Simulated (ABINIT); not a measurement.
Write the native input for ABINIT 10.8.3 (patched build) that does the following.

```yaml
Task: single point
Functional: LDA
Potentials_or_basis: JTH PAW LDA v2.0
Cutoff: 680 eV
k_mesh: 5 × 5 × 2
Occupations: fermi-dirac, width 0.05 eV
Spin: no spin polarisation
Fine-grid_cutoff: 1278.94 eV
```

Crystal: BN.

```
CELL_PARAMETERS angstrom
2.49824 0.00000 0.00000
-1.24912 2.16354 0.00000
0.00000 0.00000 6.63570
ATOMIC_POSITIONS crystal
N 0.66667 0.33333 0.25000
N 0.33333 0.66667 0.75000
B 0.66667 0.33333 0.75000
B 0.33333 0.66667 0.25000
```

One way to write it, as run:

run.abi

```
pp_dirpath "./"
pseudos "N.LDA_PW-JTH.xml, B.LDA_PW-JTH.xml"

acell 4.7209893936 4.7209893937 12.5396556452
rprim
     1.0000000000     0.0000000000     0.0000000000
    -0.5000000000     0.8660254038     0.0000000000
     0.0000000000     0.0000000000     1.0000000000
ntypat 2
znucl 7 5
natom 4
typat 1 1 2 2
xcart
     1.2491200001     0.7211797682     1.6589250000
    -0.0000000001     1.4423595366     4.9767750000
     1.2491200001     0.7211797682     4.9767750000
    -0.0000000001     1.4423595366     1.6589250000 Angstrom

ecut 25.0
pawecutdg 47.0
pawovlp 30

kptopt 1
ngkpt 5 5 2
nshiftk 1
shiftk 0.0 0.0 0.0

ixc 7

nband 12
occopt 3
tsmear 0.05 eV

nstep 100
tolvrs 1.0e-9

iomode 3
prtwf 0
prteig 0
prtebands 0
enunit 2
prtvol 2
prtden 1
prtvha 1
prtvclmb 1
prtpot 1
```

Potentials or basis: JTH PAW LDA v2.0.

Command:

```sh
$ abinit run.abi > log 2>&1
```

Results of the run:

```
Band gap on the k mesh : 4.51 eV, direct
```

Caveat: the k mesh is coarse (spacing up to 0.58 Å⁻¹), so the values aren't converged; an odd mesh through Γ misses points on the zone boundary, where band edges often lie; the atomic spheres overlap.

Wall time 5.6 s on 1 thread of Arm Neoverse V2 (shared host), peak memory 0.11 GiB.
